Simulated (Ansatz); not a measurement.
# Ga, one cell by several methods

```xyz
1
Lattice="0.0000 2.1174 2.1174 2.1174 0.0000 2.1174 2.1174 2.1174 0.0000" Properties=species:S:1:pos:R:3 pbc="T T T"
Ga    0.0000    0.0000    0.0000
```

The cell was built from the fcc type and relaxed in the same program, and has space group Fm-3m; it needn't be a known or the stable phase.

Methods: DFT, PBE, PAW with Ansatz's default frozen-core files, scalar-relativistic (Ansatz 0.2.0); DFT, PBE, all-electron LAPW, scalar-relativistic (Ansatz 0.2.0).

For PAW: a Γ-centred 17×17×17 k mesh, Fermi–Dirac smearing of 0.05 eV, cutoff 420 eV, no spin polarisation. LAPW targets a basis error of 0.25 meV/atom. The Ansatz runs share mesh, smearing and spin set-up. Plane-wave (PAW) pressures include the program's estimate of the Pulay term.

Stress and pressure are positive in compression.

Levels count from the Fermi level.

PAW results:

| quantity | PAW |
| --- | --- |
| pressure (GPa) | 0.00 |
| highest filled level at Γ (eV) | -10.989 |
| lowest empty level at Γ (eV) | 12.155 |
| highest filled level at K (eV) | -0.175 |
| lowest empty level at K (eV) | 6.042 |
| highest filled level at U (eV) | -0.175 |
| lowest empty level at U (eV) | 6.042 |

(1) What does all-electron LAPW give for the same quantities?

## Answers

(1) 
```csv
quantity,LAPW
pressure (GPa),0.02
highest filled level at Γ (eV),-10.989
lowest empty level at Γ (eV),12.162
highest filled level at K (eV),-0.176
lowest empty level at K (eV),6.044
highest filled level at U (eV),-0.176
lowest empty level at U (eV),6.044
```
